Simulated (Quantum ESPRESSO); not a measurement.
**HgTe (Coloradoite) in Quantum ESPRESSO: the effect of functional**

The system is HgTe (Coloradoite).

```xyz
2
Lattice="0.0000 3.2145 3.2145 3.2145 0.0000 3.2145 3.2145 3.2145 0.0000" Properties=species:S:1:pos:R:3 pbc="T T T"
Hg    0.0000    0.0000    0.0000
Te    4.8217    4.8217    4.8217
```

Alike in all runs:

```yaml
Program: Quantum ESPRESSO 7.5
Task: phonons
Cutoff: 612 eV
Density_cutoff: 4898 eV
k_mesh: 5 × 5 × 5
Occupations: cold, width 0.2 eV
Spin: no spin polarisation
```

Each run relaxes the cell or the atoms first.

```tsv
functional	potentials or basis	relaxed volume (Å³/atom)	highest phonon frequency (cm⁻¹)
LDA	GBRV 1.5 LDA	33.73	117
PBEsol	GBRV 1.5 PBEsol	34.86	110
AM05	GBRV 1.5 PBE	35.36	105
RPBE	GBRV 1.5 PBE	38.84	85
revPBE	GBRV 1.5 PBE	38.36	88
vdW-DF-cx	GBRV 1.5 PBE	?	?
```

**Question.** What does the run with functional vdW-DF-cx give?

**Answer.** Relaxed volume 35.29 Å³/atom; highest phonon frequency 108 cm⁻¹.

Caveats: the mesh is thin for the phonons of a metal; the potentials were made for another functional, which shifts forces and pressure (some runs); the volume moved by over 15 % at a fixed basis, so the end points are rough (some runs).

Runs at the PBE level aren't shown here.
